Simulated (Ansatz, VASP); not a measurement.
# InAs in VASP and in Ansatz

The input INCAR:

```
SYSTEM = InAs
PREC = Accurate ; ENCUT = 520
EDIFF = 1E-7 ; ISMEAR = 0
SIGMA = 0.1 ; LREAL = .False.
LASPH = .True. ; NELM = 60
ALGO = Normal ; ISIF = 2
LWAVE = .False. ; LCHARG = .False.
GGA = PS ; NBANDS = 16
```

File KPOINTS:

```
Automatic mesh
0
Gamma
  12 12 12
  0 0 0
```

File POSCAR:

```
InAs
1.0
    0.0000000000      3.0438898535      3.0438898535
    3.0438898535      0.0000000000      3.0438898535
    3.0438898535      3.0438898535      0.0000000000
In As
1 1
Direct
    0.0000000000      0.0000000000      0.0000000000
    0.2500000000      0.2500000000      0.2500000000
```

Input for Ansatz:

```yaml
crystal:
  lattice:
    - [0.0, 3.0438898535, 3.0438898535]
    - [3.0438898535, 0.0, 3.0438898535]
    - [3.0438898535, 3.0438898535, 0.0]
  atoms:
    - { symbol: In, position: [0.0, 0.0, 0.0] }
    - { symbol: As, position: [0.25, 0.25, 0.25] }
basis:
  ecutwfc: 420
kpoints:
  mp_grid: { grid: [12, 12, 12] }
  band_path:
    path:
      - [0.0, 0.0, 0.0]
      - [-0.5, -0.5, 0.0]
      - [-0.375, -0.375, 0.25]
      - [-0.375, 0.0, 0.375]
      - [0.0, 0.0, 0.5]
      - [-0.5, -0.25, 0.25]
    npoints: 1
hamiltonian:
  xc: pbesol
scf:
  occupations: { method: gaussian, width: 0.1 }
  n_extra_bands: 4
output:
  forces: true
  stress: true
  eigenvalues: true
  write_density: true
  write_potential: true
  elf: true
  volumetric_format: npy
```

Alike in both runs: task single point; functional PBEsol; k mesh 12 × 12 × 12; occupations gaussian, width 0.1 eV; no spin polarisation.

```csv
,VASP,Ansatz
version,VASP 6.6.1,Ansatz 0.2.0
potentials or method,"VASP PAW PBE potentials, release 64 (In_d, As)","scalar-relativistic, plane waves, PAW"
plane-wave cutoff (eV),520,420
valence electrons in the cell,18,28
```

```csv
,VASP,Ansatz,Ansatz less VASP
gap on the k mesh at the Fermi level (eV),none,none,-
pressure (GPa),0.1,0.0,-0.09
```

A gap of «none» marks a metal or a gap that the smearing closes. The two sets of potentials don't hold the same shells in valence.

Caveats: the PAW data sets were made with another functional, which shifts forces and pressure a little (VASP).
